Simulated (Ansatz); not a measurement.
## AlN (P6_3mc): the host for defect calculations

Before any defect goes in: AlN (P6_3mc) at rest, and how it screens a charge.

Main program and level: Ansatz 0.2.0; plane-wave PAW DFT, PBEsol; relaxation of the host's cell and atoms; PAW set soft_1, in the first sound run; inputs show where later runs differ.

## 1. The structure

It takes space group P6_3mc (No. 186, hexagonal). Conventional cell: a = 3.129 Å, b = 3.129 Å, c = 5.017 Å, α = 90.00°, β = 90.00°, γ = 120.00°. Al has 4 N at 1.90 to 1.91 Å nearest. Nearest to N lie 4 Al at 1.90 to 1.91 Å. Farther neighbours and most contacts between anions are not listed.

## 2. Host cell relaxation

Lattice and positions are set free, within the symmetry that the program keeps.

cell/input.yaml reads:

```yaml
crystal:
  lattice:
    - [3.1285881, 0.0, 0.0]
    - [-1.5642941, 2.7094368, 0.0]
    - [0.0, 0.0, 5.016955]
  atoms:
    - { symbol: Al, position: [0.66666667, 0.33333333, 0.499287] }
    - { symbol: Al, position: [0.33333333, 0.66666667, 0.999287] }
    - { symbol: "N", position: [0.66666667, 0.33333333, 0.880713] }
    - { symbol: "N", position: [0.33333333, 0.66666667, 0.380713] }
basis:
  ecutwfc: 420
  xc_grid: 2
hamiltonian:
  xc: pbesol
  pseudopotentials: { kind: paw, azcp: { folder: soft_1 }, xc_functional: pbe }
kpoints:
  mp_grid: { grid: [10, 10, 6] }
scf:
  occupations: { method: fixed }
  max_iter: 100
relax:
  f_tol: 0.005
  max_steps: 60
  cell: {}
output:
  forces: true
  stress: true
checkpoint:
  write: "../cell.run"
  compress: false
  write_wavefunctions: false
  write_every: 100000
```

Launch:

```
$ ansatz run input.yaml --threads 32 --pin off --max-ram 84787MiB --backend cuda --events-out ev --progress --plain --runs-dir out --max-vram 78GiB
```

Numbers of over 12 decimals in the logs are rounded to 6 here.

The log of the run:

```text
[... repeated set-up lines and file paths are left out, and long positions are rounded to six places ...]
Engine: ansatz 0.2.0, aarch64-unknown-linux-gnu
Pseudopotentials: kind: paw
Pseudopotential: Al, paw, valence charge 3, recommended cutoff 420 eV (normal), soft_1/Al.paw.azcp
Pseudopotential: N, paw, valence charge 5, recommended cutoff 420 eV (normal), soft_1/N.paw.azcp
Functional definition: PBEsol
  exchange = pbesol_x
  correlation = pbesol_c
[...]
Crystal: 4 atoms, lattice volume = 42.527 Å³
Basis set: ecut = 420 eV, 833 PW (Γ), exchange–correlation on 48×48×72 points (8 copies of the dense FFT grid, shifted against one another)
Bands: 12, of which v1, the nominal top of the filled ones, is band 8 counted from 1 (7 counted from 0)
Symmetry: 12 space group operations
Space group: P63mc (ITA 186), of the structure as read, at distance tolerance 3.5e-5 Å
k-points: 56 of 600 (time reversal used)
Non-local potential: Al, projectors of the file, l = 0: 2, l = 1: 2, l = 2: 1
Non-local potential: N, projectors of the file, l = 0: 2, l = 1: 2, l = 2: 1
PAW form: soft (Blöchl's): semilocal exchange-correlation on the pseudo side does not see the compensation charge
PAW frozen core: Al, regenerated for the run's functional, and the local potential with it (the file was generated under x = pbe(κ = 0.804, μ = 0.219515), c = pbe(β = 0.066725))
PAW frozen core: N, regenerated for the run's functional, and the local potential with it (the file was generated under x = pbe(κ = 0.804, μ = 0.219515), c = pbe(β = 0.066725))
PAW one-centre angular grid: Al, 110 points (default); XC on 64 Gauss nodes
PAW one-centre angular grid: N, 110 points (default); XC on 64 Gauss nodes
Initial density: superposition of atomic densities (chi_scale 0.1, normalization cell, long waves kept (reshape's long-wave potential 0.00 eV rms))
Initial wavefunctions: pseudopotential atomic-orbital guess
[...]
Functional: x = pbesol(κ = 0.804, μ = 0.123457), c = pbesol(β = 0.046)
SCF iter   1: F=—  HF=-1814.557047 eV  |Δ(HF+E_count)|=         —  Δρ=1.27e-1  dr2=8.60e0  Hψ=3644
preconditioner: auto → none  [insulator: Δε(μ)=5.225 eV  Ē_g=13.993 eV  n_scr=2 (ndim 8)  ℏωp=22.8 eV  f_vac=0.000  ε∞_Penn≈3.6]
SCF iter   2: F=—  HF=-1812.338241 eV  |Δ(HF+E_count)|=    2.22e0  Δρ=7.34e-2  dr2=1.37e0  Hψ=1952
[...]
SCF iter   7: F=-1811.918512 eV  HF=-1811.918512 eV  |Δ(HF+E_count)|=   8.08e-9  Δρ=3.08e-6  dr2=1.58e-9  Hψ=2447
SCF 1 converged in 7 iterations: F = -1811.918512 eV  dr2 = 1.58e-9
  greatest PAW one-centre occupation: 0.786 electrons in one spin orbital (limit 2), on the N atom at site 3 (counted from 0), in its partial waves of l = 0
relax step   1: F+E_penalty+E_count = -1811.91851187 eV  Δ(F+E_penalty+E_count) = +0.000e0 eV  max|allowed force component| = 6.017e-3 eV/Å  Δτ_max = 0.0000 Å  P = -3.168 GPa  Ω = 42.527 Å³  (7 SCF iters, dr2 threshold 1.00e-7 eV, accepted)
[... the SCF cycles and remarks between the steps are left out from here to the last step ...]
relax step   2: F+E_penalty+E_count = -1811.92433892 eV  Δ(F+E_penalty+E_count) = -5.827e-3 eV  max|allowed force component| = 6.283e-3 eV/Å  Δτ_max = 0.0007 Å  P = -1.560 GPa  Ω = 42.176 Å³  energy of the carried Pulay correction = +6.009e-4 eV  (4 SCF iters, dr2 threshold 4.00e-7 eV, accepted)
relax step   3: F+E_penalty+E_count = -1811.92652539 eV  Δ(F+E_penalty+E_count) = -2.186e-3 eV  max|allowed force component| = 2.368e-3 eV/Å  Δτ_max = 0.0006 Å  P = +0.035 GPa  Ω = 41.842 Å³  energy of the carried Pulay correction = +1.177e-3 eV  (4 SCF iters, dr2 threshold 4.00e-7 eV, accepted)
[...]
iter 1 solved again at ethr=8.04e-9 eV; its pass at ethr=3.10e-3 eV (dr2=1.29e-6 eV) is discarded
SCF iter   1: F=—  HF=-1811.925457 eV  |Δ(HF+E_count)|=         —  Δρ=6.95e-5  dr2=3.41e-7  Hψ=5748
[...]
SCF iter   2: F=—  HF=-1811.925428 eV  |Δ(HF+E_count)|=   2.89e-5  Δρ=3.24e-5  dr2=9.34e-8  Hψ=1120
SCF iter   3: F=—  HF=-1811.925428 eV  |Δ(HF+E_count)|=   1.08e-7  Δρ=1.39e-5  dr2=1.51e-8  Hψ=1029
SCF iter   4: F=—  HF=-1811.925428 eV  |Δ(HF+E_count)|=   2.12e-8  Δρ=9.67e-7  dr2=1.01e-10  Hψ=1084
SCF iter   5: F=-1811.925428 eV  HF=-1811.925428 eV  |Δ(HF+E_count)|=  1.50e-10  Δρ=2.44e-7  dr2=5.57e-12  Hψ=3999
SCF 4 converged in 5 iterations: F = -1811.925428 eV  dr2 = 5.57e-12
relax step   4: F+E_penalty+E_count = -1811.92542837 eV  Δ(F+E_penalty+E_count) = +1.097e-3 eV  max|allowed force component| = 2.387e-3 eV/Å  Δτ_max = 0.0000 Å  P = -0.020 GPa  Ω = 41.842 Å³  stress off target by 2.17e-2 GPa  SCF on the basis re-selected at this cell (its energy is not comparable with the rows above)  (5 SCF iters)
basis re-selected at this cell: Δ(F+E_penalty+E_count) = +1.097e-3 eV, ΔP = -0.055 GPa vs the last step (what re-selecting the basis moved, of the pressure what is left beyond the Pulay correction that the steps carried, after the strain that the cell walked [...]
SCF converged after 5 iterations
Free energy (F): -1811.925428 eV
Harris-Foulkes:  -1811.925428 eV  (|F-HF|=1.11e-11)
Internal energy: -1811.925428 eV  (E = F + TS)
E sigma→0 (E₀):  -1811.925428 eV
Fermi energy:    7.033609 eV
--- Per-component energies (eV) ---
  E_band       = 28.451425
  E_kinetic    = 311.969992
  E_local      = -418.982558  (includes V_loc(G=0)·N_el)
  E_nonlocal   = 89.682408
  E_hartree    = 153.510501
  E_xc         = -195.984128
  E_vxc        = -213.006687  (∫ρ·V_xc dr)
  E_paw        = -1160.730401  (= ΣΔE_a)
  E_vpaw       = -48.234416  (= ΣTr[D̂ρ^β])
  E_aug_tail   = 0.001678  (compensation charges beyond the density's cutoff)
  E_ewald      = -591.487397
  E_core_change = 0.094476  (= ΣΔE_core)
  E_smearing   = -0.000000  (= −TS)
  E_closure    = -0.000000  (closes the sum)
  Σ components = -1811.925428   (vs F -1811.925428, Δ=0.00e0)
--- Forces (eV/Å), atoms counted from 1 ---
  atom   1  Al     0.00000000     0.00000000    -0.00238719
  atom   2  Al    -0.00000000    -0.00000000    -0.00238719
  atom   3  N      0.00000000    -0.00000000     0.00238643
  atom   4  N     -0.00000000     0.00000000     0.00238643
  max |Σ_I F_I| component: 1.52e-6 eV/Å
--- Stress (GPa, compression-positive) ---
       -0.021658       0.000000       0.000000
        0.000000      -0.021658       0.000000
        0.000000       0.000000      -0.015229
  P = ⅓ Tr σ = -0.0195 GPa (-0.195 kbar)
--- Band table (eV; the first three rows and the last of 56) ---
  k-point 0: bands = [... 4 lower, 6.1582, 6.8112, 6.8112, 7.0336, 11.1302, 13.5763, 17.5234, 18.0476]
  k-point 1: bands = [... 4 lower, 6.1996, 6.4221, 6.7649, 6.7649, 11.6301, 13.6438, 17.3475, 18.0159]
  [... further k-points left out ...]
--- Relaxed structure (3 steps of the walk, 3 accepted, 1 SCFs on fresh bases) ---
  F+E_penalty+E_count = -1811.92542837 eV   max|allowed force component| = 2.387e-3 eV/Å   (the final SCF, on the basis selected at the relaxed cell)
  cell:  # Å, volume = 41.8416 Å³
    - [3.113607, 2.8729285943171094e-8, 0.0]
    - [-1.556804, 2.696463, 0.0]
    - [0, 0.0, 4.983677]
  atoms:
    - { symbol: Al, position: [0.666667, 0.333333, 0.499034] }
    - { symbol: Al, position: [0.333333, 0.666667, 0.999034] }
    - { symbol: N, position: [0.666667, 0.333333, 0.880966] }
    - { symbol: N, position: [0.333333, 0.666667, 0.380966] }
```

It took 1.7 s on 1 × NVIDIA GB200 with 32 threads of Arm Neoverse V2, shared host; peak memory 0.95 GiB; 7 s of CPU time.

The steps of the relaxation:

```tsv
step	energy less that of the first step (eV)	largest force component (eV/Å)	pressure (GPa)	volume (Å³)
1	0.0000	0.0060	-3.17	42.53
2	-0.0058	0.0063	-1.56	42.18
3	-0.0080	0.0024	0.04	41.84
4*	-0.0069	0.0024	-0.02	41.84
```

Relaxation steps marked * repeat the geometry before them on a plane-wave basis chosen anew for their cell, so energy and pressure can jump there.

The run keeps the 12 symmetry operations that it works with, so distortions that break them were not tested.

```tsv
conventional cell, symmetrised	before	after	change
a (Å)	3.129	3.114	-0.5 %
b (Å)	3.129	3.114	-0.5 %
c (Å)	5.017	4.984	-0.7 %
volume (Å³/atom)	10.63	10.46	-1.6 %
```

The relaxed structure:

```
Al N
1.0
     3.11361    0.00000    0.00000
    -1.55680    2.69646    0.00000
     0.00000    0.00000    4.98368
Al N
2 2
Cartesian
  1.5568 0.8988 2.4870
  0.0000 1.7977 4.9788
  1.5568 0.8988 4.3905
  0.0000 1.7977 1.8986
```

Numbers from this step:

```yaml
pressure: -0.01951 GPa
```

The relaxation ends with a largest force component of 0.0024 eV/Å and a pressure of -0.02 GPa.

## 3. Dielectric tensors of the host

The response to a uniform electric field gives the electronic dielectric tensor.

This step: plane-wave PAW DFPT, PBEsol; dielectric tensors, Born charges and zone-centre modes of the host; PAW set soft_1 (Ansatz 0.2.0).

eps/input.yaml reads:

```yaml
crystal:
  lattice:
    - [3.1136073585, 2.87e-08, 0.0]
    - [-1.5568037041, 2.6964630555, 0.0]
    - [0.0, 0.0, 4.9836767961]
  atoms:
    - { symbol: Al, position: [0.6666666667, 0.3333333333, 0.4990341637] }
    - { symbol: Al, position: [0.3333333333, 0.6666666667, 0.9990341637] }
    - { symbol: "N", position: [0.6666666667, 0.3333333333, 0.8809658363] }
    - { symbol: "N", position: [0.3333333333, 0.6666666667, 0.3809658363] }
basis:
  ecutwfc: 420
hamiltonian:
  xc: pbesol
  pseudopotentials: { kind: paw, azcp: { folder: soft_1 }, xc_functional: pbe }
kpoints:
  mp_grid: { grid: [9, 9, 5] }
scf:
  occupations: { method: fixed }
  max_iter: 100
phonons:
  method: dfpt
  dielectric: true
  rigid_motions: translations
```

The log of the run:

```text
[...]
Crystal: 4 atoms, lattice volume = 41.842 Å³
Basis set: ecut = 420 eV, 809 PW (Γ), exchange–correlation on 48×48×72 points (8 copies of the dense FFT grid, shifted against one another)
Bands: 12, of which v1, the nominal top of the filled ones, is band 8 counted from 1 (7 counted from 0)
Symmetry: 12 space group operations
k-points: 115 of 405 (irreducible under 2 space group operations, time reversal used)
[...]
SCF iter   1: F=—  HF=-1814.635252 eV  |Δ(HF+E_count)|=         —  Δρ=1.30e-1  dr2=8.74e0  Hψ=7440
[...]
SCF iter   2: F=—  HF=-1812.336179 eV  |Δ(HF+E_count)|=    2.30e0  Δρ=7.33e-2  dr2=1.32e0  Hψ=3991
[...]
SCF iter   9: F=-1811.925442 eV  HF=-1811.925442 eV  |Δ(HF+E_count)|=  4.55e-11  Δρ=4.74e-8  dr2=4.89e-13  Hψ=5317
SCF 1 converged in 9 iterations: F = -1811.925442 eV  dr2 = 4.89e-13
[...]
the response reads at least the filled bands of the reference SCF and the lowest empty band at each k-point, and that SCF's band table does not vouch for those bands. The notice of the band table in this run's record says why
[...]
NSCF: frozen V_eff on 1 k-points
[...]
NSCF: frozen V_eff on 36 k-points, pencils in batches of 32, up to order 48
[...]
DFPT response loops at q = (0, 0, 0) (fractional): preconditioner auto → none (the input reference at scf.mixing.eps_inf says where Resta's filter doesn't serve); β = 0.50; Anderson in place of MSR1; [...]
[...]
DFPT response loops at Γ: preconditioner auto → none (the input reference at scf.mixing.eps_inf says where Resta's filter doesn't serve); β = 0.50; Broyden in place of MSR1
── the response to a field inside a basis, on 10×10×6 k-points: an SCF that follows is theirs, and a resumed run solves both again ──
[...]
Bands: 9, of which v1, the nominal top of the filled ones, is band 8 counted from 1 (7 counted from 0)
k-points: 90 of 600 (irreducible under 4 space group operations, time reversal used)
[...]
Eigensolver: Dense (90 Hₖ)
SCF iter   1: F=—  HF=-1811.925016 eV  |Δ(HF+E_count)|=         —  Δρ=2.27e-4  dr2=3.19e-6
[...]
SCF iter   4: F=-1811.925019 eV  HF=-1811.925019 eV  |Δ(HF+E_count)|=   4.26e-8  Δρ=3.50e-6  dr2=1.46e-9
SCF 1 converged in 4 iterations: F = -1811.925019 eV  dr2 = 1.46e-9
[...]
SCF converged after 9 iterations
Free energy (F): -1811.925442 eV
[...]
Internal energy: -1811.925442 eV  (E = F + TS)
E sigma→0 (E₀):  -1811.925442 eV
Fermi energy:    7.033630 eV
[...]
--- Band table (eV; the first three rows and the last of 115) ---
  k-point 0: bands = [... 4 lower, 6.1582, 6.8113, 6.8113, 7.0336, 11.1302, 13.5763, 17.5234, 18.0476]
  k-point 1: bands = [... 4 lower, 6.2173, 6.2173, 6.7454, 6.7454, 11.8098, 13.6665, 17.2838, 18.0120]
  [... further k-points left out ...]
--- Phonons (Γ-DFPT): 4 representative perturbations + reference (Σ response iterations 20) ---
  k mesh reduced under 2 symmetry operations, with k and −k counted as one. Each operation leaves every solved perturbation unchanged. A smaller set is not considered because the run solves the response to a homogeneous field
  ASR residual: 1.620e-4 → 0.000e0 eV/Å²; symmetrization residual: 4.257e-7 eV/Å²
  ASR residual per site (eV/Å²): 1.62e-4 1.62e-4 7.92e-5 7.92e-5
  Γ frequencies (cm⁻¹): 0.00 0.00 0.00 234.93 234.93 542.18 606.42 651.64 651.64 662.93 662.93 712.94
  ε∞ (high-frequency dielectric tensor):
        4.495803     0.000000     0.000000
        0.000000     4.495803     0.000000
        0.000000     0.000000     4.728151
  ε⁰ (static dielectric tensor: ions relaxed, cell fixed):
        8.198581     0.000000     0.000000
        0.000000     8.198581     0.000000
        0.000000     0.000000     9.741989
  ε⁰ − ε∞ (ionic part):
        3.702778     0.000000     0.000000
        0.000000     3.702778     0.000000
        0.000000     0.000000     5.013838
  softest optical mode at Γ: 234.93 cm⁻¹; the repairs (sum rule, projections) moved no ω² at Γ by more than (1.32 cm⁻¹)²
  Born effective charges Z* (e; rows j = field, columns β = displacement):
    site 0:
         2.52572    0.00000   -0.00000
         0.00000    2.52572   -0.00000
         0.00000   -0.00000    2.68851
    site 1:
         2.52572    0.00000   -0.00000
         0.00000    2.52572   -0.00000
         0.00000    0.00000    2.68851
    site 2:
        -2.52572   -0.00000    0.00000
        -0.00000   -2.52572    0.00000
        -0.00000    0.00000   -2.68851
    site 3:
        -2.52572   -0.00000   -0.00000
        -0.00000   -2.52572    0.00000
         0.00000   -0.00000   -2.68851
  Z* charge neutrality: 8.132e-4 e pre-enforcement
  solved inside a basis spanned on kpoints, on 10×10×6 k-points, its susceptibility summed on 16×16×10: ε∞ is read to err by 1.3e-2, Z* by 1.0e-2 e (field_mesh: kpoints solves on kpoints); Z* is corrected for what the basis lacks
  optical modes at Γ without the LO–TO term, one row a degenerate level:
      ω (cm⁻¹)  modes    IR ((D/Å)²/amu)
        234.93      2             0.0000
        542.18      1             0.0000
        606.42      1            36.1714
        651.64      2             0.0000
        662.93      2            63.8475
        712.94      1             0.0000
  optical modes at Γ + LO–TO along q̂ = [1.0000, 0.0000, 0.0000]:
      ω (cm⁻¹)  modes    IR ((D/Å)²/amu)
        234.93      2             0.0000
        542.18      1             0.0000
        606.42      1            36.1714
        651.64      2             0.0000
        662.93      1            31.9238
        712.94      1             0.0000
        895.23      1            31.9238
  optical modes at Γ + LO–TO along q̂ = [0.0000, 1.0000, 0.0000]:
      ω (cm⁻¹)  modes    IR ((D/Å)²/amu)
        234.93      2             0.0000
        542.18      1             0.0000
        606.42      1            36.1714
        651.64      2             0.0000
        662.93      1            31.9238
        712.94      1             0.0000
        895.23      1            31.9238
  optical modes at Γ + LO–TO along q̂ = [0.0000, 0.0000, 1.0000]:
      ω (cm⁻¹)  modes    IR ((D/Å)²/amu)
        234.93      2             0.0000
        542.18      1             0.0000
        651.64      2             0.0000
        662.93      2            63.8475
        712.94      1             0.0000
        870.47      1            36.1714
```

Wall time 6.4 s (1 × NVIDIA GB200 with 32 threads); peak memory 1.2 GiB.

Reading the cycles: dr2 is the Hartree energy of the density residual (eV), the measure of convergence; HF is the Harris–Foulkes estimate of the energy, which meets the free energy F at convergence.

Electronic dielectric tensor:

```
4.50 0.00 0.00
0.00 4.50 0.00
0.00 0.00 4.73
```

Static dielectric tensor:

```
8.20 0.00 0.00
0.00 8.20 0.00
0.00 0.00 9.74
```

The principal values of the electronic dielectric tensor are 4.50, 4.50 and 4.73. The principal values of the static dielectric tensor are 8.20, 8.20 and 9.74.

(Continued in part 2 of 3.)

[Logs are printed without paths, hosts, clocks, repeated set-up lines and the standing remarks that a program may print on its own settings, such as how far it seeks lower states.]

[Hosts, paths, dates, database ids (printed as entryN), source tags and the programs' standing remarks are cut or masked in the printed files.]

[Runs of the host that timed out are not shown.]

[For some hosts the program warned that the k-mesh of the response run may be too coarse for force constants and the static dielectric constant; such warnings are not always shown.]
